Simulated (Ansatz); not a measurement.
The system is Bi2Te2Se.

```
CELL_PARAMETERS angstrom
2.16097 1.24764 10.58557
-2.16097 1.24764 10.58557
0.00000 -2.49527 10.58557
ATOMIC_POSITIONS crystal
Bi 0.39172 0.39172 0.39172
Bi 0.60828 0.60828 0.60828
Te 0.78040 0.78040 0.78040
Te 0.21960 0.21960 0.21960
Se 0.00000 0.00000 0.00000
```

The cell is a database's computed one.

Base run:

| Property | Result |
| --- | --- |
| Program | Ansatz 0.2.0 |
| Functional | r2SCAN |
| Potentials or basis | Ansatz PAW |
| Cutoff | 500 eV |
| Density cutoff | 2000 eV |
| k mesh | 7 × 7 × 7 |
| Occupations | fermi-dirac, width 0.05 eV |
| Spin | no spin polarisation |

Its results: band gap on the k mesh 0.73 eV, direct; pressure 0.0 GPa; largest force 0.056 eV/Å.

Q: The run is repeated on the same cell with these changes: functional from r2SCAN to LDA; cutoff from 500 eV to 420 eV; density cutoff from 2000 eV to 1680 eV. What comes out?

A: Band gap on the k mesh 0.37 eV, direct; pressure -2.6 GPa; largest force 0.138 eV/Å.

r2SCAN gives the wider gap, since meta-GGAs in the generalised Kohn-Sham scheme recover part of the derivative discontinuity.

Caveats: spin-orbit coupling is left out, which as a rule narrows the gap of such compounds by several tenths of an eV; the PAW data sets come from PBE, with cores solved anew for the run's functional, which leaves a small shift of forces and pressure.

Not every run made on this cell is shown here.
